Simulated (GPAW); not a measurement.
# Quasiparticle gap of SiC (Moissanite) in GPAW

How does a plane-wave GW calculation on SiC (Moissanite) run from the first input to the gap?

Program: GPAW 26.7.0. Level of theory: PBE and many-body steps on it, plane waves. Results are calculated unless marked as measured.

**Experimental background.**

- Gap 3.33 eV: band gap at cryogenic temperature; bulk crystal (literature value) (quoted in “Silicon carbide diodes for neutron detection”, 2020, arxiv:2009.14696).

This is a report of a sequence of runs, with most program output left out.

**1. The structure**

It takes space group P6_3mc (No. 186, hexagonal). Conventional cell: a = 3.076 Å, b = 3.076 Å, c = 5.048 Å, α = 90.00°, β = 90.00°, γ = 120.00°. Nearest to Si lie 4 C at 1.87 to 1.94 Å. Nearest to C lie 4 Si at 1.87 to 1.94 Å. Farther neighbours are not listed.

The cell and positions come from the Crystallography Open Database and are kept as given unless a step says otherwise.

**2. Ground state**

This step: GPAW 26.7.0; DFT, PBE, plane waves, PAW.

The ground-state density comes first.

The input, run.py:

```python
import json
import numpy as np
from gpaw.mpi import world
from ase import Atoms
from gpaw import GPAW, PW, FermiDirac

atoms = Atoms(['Si', 'Si', 'C', 'C'],
    cell=[[3.0760000000, 0.0000000000, 0.0000000000],
      [-1.5380000000, 2.6638941420, 0.0000000000],
      [0.0000000000, 0.0000000000, 5.0480000000]],
    scaled_positions=[[0.3333333333, 0.6666666667, 0.0000000000],
      [0.6666666667, 0.3333333333, 0.5000000000],
      [0.3333333333, 0.6666666667, 0.3850000000],
      [0.6666666667, 0.3333333333, 0.8850000000]],
    pbc=(True, True, True))
calc = GPAW(mode=PW(600),
    xc='PBE',
    kpts={'size': (9, 9, 6), 'gamma': True},
    occupations=FermiDirac(0.001),
    nbands=-8,
    convergence={'density': 1e-6, 'bands': -3},
    maxiter=100,
    txt='gs.txt')
atoms.calc = calc
res = {'energy': atoms.get_potential_energy()}
kpts = calc.get_ibz_k_points()
res['kpts'] = kpts
res['eigenvalues'] = [calc.get_eigenvalues(kpt=k) for k in range(len(kpts))]
res['n_electrons'] = calc.get_number_of_electrons()
calc.write('gs.gpw')

if world.rank == 0:
    with open('result.json', 'w') as f:
        json.dump(res, f, default=lambda x: x.tolist())
```

The run is started by

```sh
> mpirun -n 4 gpaw python run.py
```

Elapsed: 8.2 s, on 4 MPI ranks of Intel Xeon Platinum 8375C at 2.90GHz (Ice Lake), shared host; peak memory 0.7 GiB; 32 s of CPU time.

Numbers from this step:

* total energy: -29.89 eV
* gap: 2.315 eV
* k of the valence top: 0, 0, 0
* k of the conduction bottom: 0.3333, 0.3333, 0
* least direct gap: 4.106 eV

The gap is indirect, with the least direct gap 1.79 eV higher.

**3. Bands along the symmetry lines**

The cheap functional maps the bands first; the places of the edges decide which points the dearer methods must see.

The input, run.py:

```python
import json
import numpy as np
from gpaw.mpi import world
from gpaw import GPAW

path = [[0.000000, 0.000000, 0.000000],
    [0.062500, 0.000000, 0.000000],
    [0.125000, 0.000000, 0.000000],
    [0.187500, 0.000000, 0.000000],
    [0.250000, 0.000000, 0.000000],
    [0.312500, 0.000000, 0.000000],
    [0.375000, 0.000000, 0.000000],
    [0.437500, 0.000000, 0.000000],
    [0.500000, 0.000000, 0.000000],
    [0.479167, 0.041667, 0.000000],
    [0.458333, 0.083333, 0.000000],
    [0.437500, 0.125000, 0.000000],
    [0.416667, 0.166667, 0.000000],
    [0.395833, 0.208333, 0.000000],
    [0.375000, 0.250000, 0.000000],
    [0.354167, 0.291667, 0.000000],
    [0.333333, 0.333333, 0.000000],
    [0.291667, 0.291667, 0.000000],
    [0.250000, 0.250000, 0.000000],
    [0.208333, 0.208333, 0.000000],
    [0.166667, 0.166667, 0.000000],
    [0.125000, 0.125000, 0.000000],
    [0.083333, 0.083333, 0.000000],
    [0.041667, 0.041667, 0.000000],
    [0.000000, 0.000000, 0.000000],
    [0.000000, 0.000000, 0.062500],
    [0.000000, 0.000000, 0.125000],
    [0.000000, 0.000000, 0.187500],
    [0.000000, 0.000000, 0.250000],
    [0.000000, 0.000000, 0.312500],
    [0.000000, 0.000000, 0.375000],
    [0.000000, 0.000000, 0.437500],
    [0.000000, 0.000000, 0.500000],
    [0.062500, 0.000000, 0.500000],
    [0.125000, 0.000000, 0.500000],
    [0.187500, 0.000000, 0.500000],
    [0.250000, 0.000000, 0.500000],
    [0.312500, 0.000000, 0.500000],
    [0.375000, 0.000000, 0.500000],
    [0.437500, 0.000000, 0.500000],
    [0.500000, 0.000000, 0.500000],
    [0.479167, 0.041667, 0.500000],
    [0.458333, 0.083333, 0.500000],
    [0.437500, 0.125000, 0.500000],
    [0.416667, 0.166667, 0.500000],
    [0.395833, 0.208333, 0.500000],
    [0.375000, 0.250000, 0.500000],
    [0.354167, 0.291667, 0.500000],
    [0.333333, 0.333333, 0.500000],
    [0.291667, 0.291667, 0.500000],
    [0.250000, 0.250000, 0.500000],
    [0.208333, 0.208333, 0.500000],
    [0.166667, 0.166667, 0.500000],
    [0.125000, 0.125000, 0.500000],
    [0.083333, 0.083333, 0.500000],
    [0.041667, 0.041667, 0.500000],
    [0.000000, 0.000000, 0.500000],
    [0.500000, 0.000000, 0.500000],
    [0.500000, 0.000000, 0.437500],
    [0.500000, 0.000000, 0.375000],
    [0.500000, 0.000000, 0.312500],
    [0.500000, 0.000000, 0.250000],
    [0.500000, 0.000000, 0.187500],
    [0.500000, 0.000000, 0.125000],
    [0.500000, 0.000000, 0.062500],
    [0.500000, -0.000000, 0.000000],
    [0.333333, 0.333333, 0.500000],
    [0.333333, 0.333333, 0.437500],
    [0.333333, 0.333333, 0.375000],
    [0.333333, 0.333333, 0.312500],
    [0.333333, 0.333333, 0.250000],
    [0.333333, 0.333333, 0.187500],
    [0.333333, 0.333333, 0.125000],
    [0.333333, 0.333333, 0.062500],
    [0.333333, 0.333333, 0.000000]]
calc = GPAW('gs.gpw').fixed_density(kpts=path,
    symmetry='off',
    nbands=18,
    convergence={'bands': 14},
    txt='bands.txt')
res = {}
kpts = calc.get_ibz_k_points()
res['kpts'] = kpts
res['eigenvalues'] = [calc.get_eigenvalues(kpt=k) for k in range(len(kpts))]
res['n_electrons'] = calc.get_number_of_electrons()

if world.rank == 0:
    with open('result.json', 'w') as f:
        json.dump(res, f, default=lambda x: x.tolist())
```

The run is started by

```sh
> mpirun -n 4 gpaw python run.py
```

Wall time 7.7 s (4 MPI ranks); peak memory 0.75 GiB; 30 s of CPU time.

Numbers from this step:

- gap: 2.315 eV
- k of the valence top: 0, 0, 0
- k of the conduction bottom: 0.3333, 0.3333, 0
- least direct gap: 4.070 eV

The gap is 2.315 eV, as in the run before at this level.

The electronic bands at the labelled points (eV, zero at the top of the highest filled band; v1 is the highest filled band, c1 the lowest empty one):

```csv
point,v4,v3,v2,v1,c1,c2,c3,c4
Γ,-1.56,-0.28,-0.28,0.00,4.62,6.05,6.49,6.49
halfway,-3.22,-2.76,-0.93,-0.90,3.88,5.72,6.98,7.70
M,-5.44,-3.55,-3.27,-1.49,2.58,4.19,6.75,7.19
halfway,-5.49,-4.79,-3.34,-2.83,3.25,4.95,7.49,8.31
K,-6.51,-4.13,-4.04,-4.04,2.31,7.97,8.64,8.64
halfway,-4.36,-3.07,-1.74,-1.17,5.09,5.65,6.81,6.96
Γ,-1.56,-0.28,-0.28,0.00,4.62,6.05,6.49,6.49
halfway,-1.40,-1.40,-0.49,-0.49,4.91,6.61,6.61,6.85
A,-0.97,-0.97,-0.97,-0.97,5.71,5.71,7.16,7.16
halfway,-3.07,-3.07,-1.97,-1.97,4.36,4.36,7.13,7.13
L,-2.69,-2.69,-2.34,-2.34,3.16,3.16,4.99,4.99
halfway,-4.46,-4.46,-1.95,-1.95,4.12,4.12,6.11,6.11
H,-5.87,-5.87,-1.75,-1.75,4.81,4.81,5.97,5.97
halfway,-3.19,-3.19,-2.65,-2.65,5.03,5.03,7.34,7.34
A,-0.97,-0.97,-0.97,-0.97,5.71,5.71,7.16,7.16
jump to L,-2.69,-2.69,-2.34,-2.34,3.16,3.16,4.99,4.99
halfway,-4.18,-3.32,-2.34,-1.90,2.91,3.17,6.40,6.83
M,-5.44,-3.55,-3.27,-1.49,2.58,4.19,6.75,7.19
jump to H,-5.87,-5.87,-1.75,-1.75,4.81,4.81,5.97,5.97
halfway,-6.67,-4.77,-2.85,-2.85,3.50,6.34,6.34,7.67
K,-6.51,-4.13,-4.04,-4.04,2.31,7.97,8.64,8.64
```

**4. Empty states on the mesh, 6×6×4 mesh, 182 bands**

The sums over transitions need many empty states on a uniform mesh; this step solves for them.

The input, run.py:

```python
import json
import numpy as np
from gpaw.mpi import world
from gpaw import GPAW

calc = GPAW('gs.gpw').fixed_density(kpts={'size': (6, 6, 4), 'gamma': True},
    parallel={'domain': 1, 'band': 1},
    txt='nscf.txt')
calc.diagonalize_full_hamiltonian(nbands=182)
calc.write('full.gpw', mode='all')
res = {}
kpts = calc.get_ibz_k_points()
res['kpts'] = kpts
res['eigenvalues'] = [calc.get_eigenvalues(kpt=k) for k in range(len(kpts))]
res['n_electrons'] = calc.get_number_of_electrons()

if world.rank == 0:
    with open('result.json', 'w') as f:
        json.dump(res, f, default=lambda x: x.tolist())
```

The run is started by

```sh
> mpirun -n 4 gpaw python run.py
```

Wall time 16 s (4 MPI ranks); peak memory 1.5 GiB; 62 s of CPU time.

This step gave:

| Property | Result |
| --- | --- |
| gap | 2.315 eV |
| k of the valence top | 0, 0, 0 |
| k of the conduction bottom | 0.3333, 0.3333, 0 |
| least direct gap | 4.070 eV |
| k points computed | 24 |
| lowest point of the top converged band, above the valence top | 132.5439 eV |

On this mesh the gap is 2.315 eV.

**5. Screening and self-energy, 6×6×4 mesh, 172 bands, screening to 150 eV**

G0W0 replaces the xc potential by the self-energy, built once from these orbitals. Only a window of levels is corrected, while the sums run over the empty bands that the input names.

This step: G0W0 on PBE, plane waves, PAW.

The input, run.py:

```python
import json
import numpy as np
from gpaw.mpi import world
from gpaw.response.g0w0 import G0W0

gw = G0W0('full.gpw',
    filename='gw',
    kpts=[0, 14, 21],
    bands=(6, 10),
    ecut=150,
    nbands=172,
    integrate_gamma='WS',
    ppa=True)
gw.calculate()
res = {mode: {k: v for k, v in r.items() if k != 'sigma_eskwn'}
       for mode, r in gw.all_results.items()}

if world.rank == 0:
    with open('result.json', 'w') as f:
        json.dump(res, f, default=lambda x: x.tolist())
```

The run is started by

```sh
> mpirun -n 4 gpaw python run.py
```

Run time: 3.4 min. Hardware: 4 MPI ranks; peak memory 1.3 GiB; 13 min of CPU time.

Numbers from this step:

| Item | Value |
| --- | --- |
| G0W0 gap on the points computed | 3.043 eV |
| least direct G0W0 gap on the computed points | 5.047 eV |
| Z at the valence top | 0.7978 |
| Z at the conduction bottom | 0.8281 |
| starting gap on the mesh | 2.315 eV |
| k of the valence top | 0, 0, 0 |
| k of the conduction bottom | 0.3333, 0.3333, 0 |

The gap on the mesh goes from 2.31 eV to 3.04 eV, a correction of +0.73 eV.

Limits: finite bands, cutoff and mesh. v1 is the top filled band, c1 the lowest empty one. Levels before and after the correction, in eV, zero at the valence-band top of each column:

```
           conduction bottom  valence top
Kohn-Sham               2.31         0.00
     G0W0               3.04         0.00
```

|  | level | energy (eV) |
| --- | --- | --- |
| Kohn-Sham | Γ v2 | -0.276 |
| Kohn-Sham | Γ v1 | 0.000 |
| Kohn-Sham | Γ c1 | 4.624 |
| Kohn-Sham | Γ c2 | 6.045 |
| Kohn-Sham | (0.333 0.333 0) v2-v1 | -4.044 |
| Kohn-Sham | (0.333 0.333 0) c1 | 2.315 |
| Kohn-Sham | (0.333 0.333 0) c2 | 7.971 |
| G0W0 | Γ v2 | -0.296 |
| G0W0 | Γ v1 | 0.000 |
| G0W0 | Γ c1 | 5.664 |
| G0W0 | Γ c2 | 7.091 |
| G0W0 | (0.333 0.333 0) v2-v1 | -4.377 |
| G0W0 | (0.333 0.333 0) c1 | 3.043 |
| G0W0 | (0.333 0.333 0) c2 | 9.070 |

**6. Where the time went**

Times are wall times on 4 MPI ranks of Intel Xeon Platinum 8375C at 2.90GHz (Ice Lake), shared host, good to a factor of about two.

| step | time | share | memory (GiB) |
| --- | --- | --- | --- |
| ground state | 8.2 s | 3 % | 0.7 |
| bands along the symmetry lines | 7.7 s | 3 % | 0.75 |
| empty states on the mesh | 16 s | 7 % | 1.5 |
| screening and self-energy | 3.4 min | 87 % | 1.3 |

**7. Outcome**

```yaml
pbe_gap: 2.31 eV, indirect
g0w0_gap_on_the_mesh: 3.04 eV
gw_settings: 6×6×4 mesh, 172 bands, screening to 150 eV, Godby-Needs plasmon pole
known_limits: not at the basis limit
```

G0W0 moves the gap on the mesh from 2.31 eV to 3.04 eV (+0.73 eV), with Z of 0.80 and 0.83 at the edges. Only 3 of the mesh's irreducible points were corrected, so a valley elsewhere could overtake. The dearest step here is «screening and self-energy». Against experiment, by G0W0@PBE: the gap of 3.04 eV lies −0.29 eV from the measured 3.33 eV (kind not stated, quoted 2020). The calculation has static nuclei and no excitons; a measured gap holds zero-point and thermal motion, which mostly lowers it. Bands and cutoff are finite, so the gap is not at the basis limit. The miss can reach some tenths of an eV and take either sign; the mesh is an error of its own. These stock PAW sets were not made for GW. In the G0W0 run levels were corrected at 3 k points alone, so a gap called «on the mesh» is the least over those, and an edge elsewhere would be missed.

[Paths, hosts, dates, memory and timing lines, banners, echoed tables and standing remarks are left out of the program output.]

[Logs are printed without paths, hosts, clocks, repeated set-up lines and the standing remarks that a program may print on its own settings, such as how far it seeks lower states.]

[Runs of the session that timed out or met a known fault of the program may be left out.]

[Hosts, paths, dates, database ids (printed as entryN), source tags and the programs' standing remarks are cut or masked in the printed files.]
